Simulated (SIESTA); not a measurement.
# Ru in SIESTA: the effect of basis

The system is Ru.

```xyz
2
Lattice="2.7058 0.0000 0.0000 -1.3529 2.3433 0.0000 0.0000 0.0000 4.2819" Properties=species:S:1:pos:R:3 pbc="T T T"
Ru    1.3529    0.7811    3.2114
Ru    0.0000    1.5622    1.0705
```

Alike in all runs:

```yaml
Program: SIESTA 5.4.2
Task: band structure
Functional: PBE
Potentials_or_basis: PseudoDojo 0.4 standard (PBE files)
Grid_cutoff: 800 Ry
Energy_shift: 0.003 Ry
k_mesh: 11 × 11 × 6
Occupations: fermi-dirac, width 0.05 eV
Spin: no spin polarisation
```

```tsv
basis	pressure (GPa)
SZ	?
SZP	14.2
DZ	6.5
DZP	8.2
DZDP	8.5
TZP	7.4
TZDP	7.5
```

Question: What does the run with basis SZ give?

Answer: Pressure 17.5 GPa.

Caveats: the basis of atomic orbitals isn't converged, which shifts pressures, moduli and gaps; the basis has no polarisation orbitals (some runs).
